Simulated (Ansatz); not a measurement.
Runs of Ansatz 0.2.0 on WC. The structure is cubic, space group Fm-3m (No. 225). Conventional cell: a = 4.385 Å, b = 4.385 Å, c = 4.385 Å, α = 90.00°, β = 90.00°, γ = 90.00°. W (site symmetry m-3m) is surrounded by 6 C at 2.19 Å. C (site symmetry m-3m) is surrounded by 6 W at 2.19 Å. Measurements of this composition are mostly on another form, of space group No. 187.

| task | level | k mesh | cutoff (eV) | q mesh | points for each segment of the path | mesh quality | V0 of scaled cells (Å³/atom) | B0 (GPa) |
| --- | --- | --- | --- | --- | --- | --- | --- | --- |
| equation of state | PBE0 | 6 × 6 × 6 | 420 | - | - | coarse | 10.26 | 405 |
| equation of state | r2SCAN | 10 × 10 × 10 | 500 | - | - | not flagged | 10.39 | 382 |
| equation of state | PBEsol | 10 × 10 × 10 | 420 | - | - | not flagged | (b) | 390 |
| equation of state | LDA | 10 × 10 × 10 | 420 | - | - | not flagged | 10.09 | (a) |

Alike in all rows: potentials or basis Ansatz PAW; no spin polarisation; cell as given; smearing fermi-dirac 0.05 eV.

Estimate the missing entries.

(a) 406; (b) 10.25.

Caveats: some runs use coarse meshes; the PAW data sets were made with another functional, which shifts forces and pressure a little (some runs).
